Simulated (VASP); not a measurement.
# NiO (Fm-3m) in VASP: a series of runs, part 2 of 2

VASP 6.6.1. Earlier steps stand in the parts before.

## 5. Band structure, PBE, collinear spin, ferromagnetic start

File INCAR:

```
PREC = Accurate ; ENCUT = 500
EDIFF = 1E-6 ; ISMEAR = -1
SIGMA = 0.05 ; LREAL = F
LASPH = T ; NELM = 150
ALGO = Fast ; ISIF = 2
LWAVE = F ; LCHARG = F
ISPIN = 2 ; MAGMOM = 1 0
LORBIT = 11 ; LMAXMIX = 4
GGA = PE ; NBANDS = 19
```

File KPOINTS:

```
Automatic mesh
0
Gamma
  11 11 11
```

File POSCAR:

```
NiO
1.0
    0.0000000000      2.0859016414      2.0859016414
    2.0859016414      0.0000000000      2.0859016414
    2.0859016414      2.0859016414      0.0000000000
Ni O
1 1
Direct
    0.0000000000      0.0000000000      0.0000000000
    0.5000000000      0.5000000000      0.5000000000
```

File KPOINTS_OPT:

```
path GXWKGLUWLK,UX
15
line-mode
reciprocal
 0.0000000000  0.0000000000  0.0000000000  G
 0.5000000000  0.0000000000  0.5000000000  X

 0.5000000000  0.0000000000  0.5000000000  X
 0.5000000000  0.2500000000  0.7500000000  W

 0.5000000000  0.2500000000  0.7500000000  W
 0.3750000000  0.3750000000  0.7500000000  K

 0.3750000000  0.3750000000  0.7500000000  K
 0.0000000000  0.0000000000  0.0000000000  G

 0.0000000000  0.0000000000  0.0000000000  G
 0.5000000000  0.5000000000  0.5000000000  L

 0.5000000000  0.5000000000  0.5000000000  L
 0.6250000000  0.2500000000  0.6250000000  U

 0.6250000000  0.2500000000  0.6250000000  U
 0.5000000000  0.2500000000  0.7500000000  W

 0.5000000000  0.2500000000  0.7500000000  W
 0.5000000000  0.5000000000  0.5000000000  L

 0.5000000000  0.5000000000  0.5000000000  L
 0.3750000000  0.3750000000  0.7500000000  K

 0.6250000000  0.2500000000  0.6250000000  U
 0.5000000000  0.0000000000  0.5000000000  X
```

Command:

```console
$ cat potpaw_PBE.54/Ni/POTCAR potpaw_PBE.54/O/POTCAR > POTCAR
$ mpirun -np 1 vasp_std > vasp.out
```

It took 34 s on 1 thread of Intel Xeon 6975P-C (Granite Rapids), shared host; peak memory 0.18 GiB.

Results (log left out):

* Free energy: -11.4736 eV
* Pressure: 4.8 GPa
* Band gap along the path: none (metal or under the smearing width)
* Net moment: 1.67 μB per cell
* Site moments: Ni +1.38; O +0.25 μB
* Valence electrons inside the program's atomic spheres: Ni 9.00; O 4.98

Levels at the corners of the path, in eV from the Fermi level:
Spin up:
```tsv
point	band 6	band 7	band 8	band 9	band 10	band 11	band 12	band 13
Γ	-3.03	-2.62	-2.62	-2.62	1.55	17.86	18.95	18.95
X	-2.73	-2.17	-1.61	-1.61	6.16	10.58	12.24	16.63
X	-2.73	-2.17	-1.61	-1.61	6.16	10.58	12.24	16.63
W	-1.87	-1.87	-1.61	-1.20	8.50	10.68	10.68	13.44
W	-1.87	-1.87	-1.61	-1.20	8.50	10.68	10.68	13.44
K	-1.80	-1.74	-1.50	-1.12	7.81	10.32	10.52	15.84
K	-1.80	-1.74	-1.50	-1.12	7.81	10.32	10.52	15.84
Γ	-3.03	-2.62	-2.62	-2.62	1.55	17.86	18.95	18.95
Γ	-3.03	-2.62	-2.62	-2.62	1.55	17.86	18.95	18.95
L	-1.92	-1.39	0.33	0.33	5.60	9.99	14.03	14.03
L	-1.92	-1.39	0.33	0.33	5.60	9.99	14.03	14.03
U	-1.80	-1.74	-1.50	-1.12	7.81	10.32	10.52	15.84
U	-1.80	-1.74	-1.50	-1.12	7.81	10.32	10.52	15.84
W	-1.87	-1.87	-1.61	-1.20	8.50	10.68	10.68	13.44
W	-1.87	-1.87	-1.61	-1.20	8.50	10.68	10.68	13.44
L	-1.92	-1.39	0.33	0.33	5.60	9.99	14.03	14.03
L	-1.92	-1.39	0.33	0.33	5.60	9.99	14.03	14.03
K	-1.80	-1.74	-1.50	-1.12	7.81	10.32	10.52	15.84
U	-1.80	-1.74	-1.50	-1.12	7.81	10.32	10.52	15.84
X	-2.73	-2.17	-1.61	-1.61	6.16	10.58	12.24	16.63
```
Spin down:
```csv
point,band 4,band 5,band 6,band 7,band 8,band 9,band 10,band 11
Γ,-2.55,-1.85,-1.85,-1.85,-0.64,-0.64,1.88,17.80
X,-3.90,-2.83,-0.75,-0.75,-0.22,0.33,6.59,10.91
X,-3.90,-2.83,-0.75,-0.75,-0.22,0.33,6.59,10.91
W,-5.23,-1.09,-1.09,-0.75,0.20,0.95,9.02,10.98
W,-5.23,-1.09,-1.09,-0.75,0.20,0.95,9.02,10.98
K,-4.46,-1.66,-0.89,-0.67,0.46,0.96,8.24,10.64
K,-4.46,-1.66,-0.89,-0.67,0.46,0.96,8.24,10.64
Γ,-2.55,-1.85,-1.85,-1.85,-0.64,-0.64,1.88,17.80
Γ,-2.55,-1.85,-1.85,-1.85,-0.64,-0.64,1.88,17.80
L,-4.87,-0.95,-0.95,-0.58,2.18,2.18,5.76,10.48
L,-4.87,-0.95,-0.95,-0.58,2.18,2.18,5.76,10.48
U,-4.46,-1.66,-0.89,-0.67,0.46,0.96,8.24,10.64
U,-4.46,-1.66,-0.89,-0.67,0.46,0.96,8.24,10.64
W,-5.23,-1.09,-1.09,-0.75,0.20,0.95,9.02,10.98
W,-5.23,-1.09,-1.09,-0.75,0.20,0.95,9.02,10.98
L,-4.87,-0.95,-0.95,-0.58,2.18,2.18,5.76,10.48
L,-4.87,-0.95,-0.95,-0.58,2.18,2.18,5.76,10.48
K,-4.46,-1.66,-0.89,-0.67,0.46,0.96,8.24,10.64
U,-4.46,-1.66,-0.89,-0.67,0.46,0.96,8.24,10.64
X,-3.90,-2.83,-0.75,-0.75,-0.22,0.33,6.59,10.91
```

Caveat: a cell with one magnetic atom can't hold antiferromagnetic order, which such compounds often take; semilocal functionals often make such compounds metallic where correlation or magnetic order opens a gap, which also shifts bond lengths.

## 6. Summary

| potentials or basis | cutoff (eV) | pressure (GPa) | moment (μB) |
| --- | --- | --- | --- |
| VASP PAW PBE potentials, release 64 (Ni, O_h) | 900 | 4.5 | 1.67 |
| VASP PAW PBE potentials, release 64 (Ni, O_s) | 400 | 4.8 | 1.68 |
| VASP PAW PBE potentials, release 54 (Ni, O) | 520 | - | 1.67 |
| VASP PAW PBE potentials, release 54 (Ni, O) | 500 | 4.8 | 1.67 |

Alike in all rows: task band structure; level PBE; spin collinear, ferromagnetic start; cell as given; k mesh 11 × 11 × 11; smearing fermi-dirac 0.05 eV.

Caveats: a cell with one magnetic atom can't hold antiferromagnetic order, which such compounds often take; semilocal functionals often make such compounds metallic where correlation or magnetic order opens a gap, which also shifts bond lengths; the cutoff is under 1.25 times the usual one of these potentials, so pressure, stress and relaxed cells hold a basis-set (Pulay) error (some runs).

Total energies depend on the potentials used, so only differences within one code and one set of settings carry meaning.

## 7. Against experiment

Step 2. Against the measured gap of NiO, 4.3 eV (quoted in “Local correlations, non-local screening, multiplets, and band formation in NiO”, 2012, arxiv:1210.6675), the calculated 0.00 eV is off by -4.30 eV. So large a miss can be the level of theory's own, or it may mean another phase, state or a wrong row. The value is that of PBE, without temperature or zero-point motion. Semilocal functionals fall short of measured gaps as a rule. The run's magnetic order (collinear spin, ferromagnetic start) needn't be the measured crystal's.

Step 3. A measured gap of NiO is 4.3 eV (quoted in “Local correlations, non-local screening, multiplets, and band formation in NiO”, 2012, arxiv:1210.6675); the calculated 0.00 eV misses it by -4.30 eV. So large a miss can be the level of theory's own, or it may mean another phase, state or a wrong row. The value is that of PBE, without temperature or zero-point motion. Semilocal functionals fall short of measured gaps as a rule. The run's magnetic order (collinear spin, ferromagnetic start) needn't be the measured crystal's.

Step 4. A measured gap of NiO is 4.3 eV (quoted in “Local correlations, non-local screening, multiplets, and band formation in NiO”, 2012, arxiv:1210.6675); the calculated 0.00 eV misses it by -4.30 eV. So large a miss can be the level of theory's own, or it may mean another phase, state or a wrong row. The value is that of PBE, without temperature or zero-point motion. Semilocal functionals fall short of measured gaps as a rule. The run's magnetic order (collinear spin, ferromagnetic start) needn't be the measured crystal's.

Step 5. Against the measured gap of NiO, 4.3 eV (quoted in “Local correlations, non-local screening, multiplets, and band formation in NiO”, 2012, arxiv:1210.6675), the calculated 0.00 eV is off by -4.30 eV. So large a miss can be the level of theory's own, or it may mean another phase, state or a wrong row. The value is that of PBE, without temperature or zero-point motion. Semilocal functionals fall short of measured gaps as a rule. The run's magnetic order (collinear spin, ferromagnetic start) needn't be the measured crystal's.
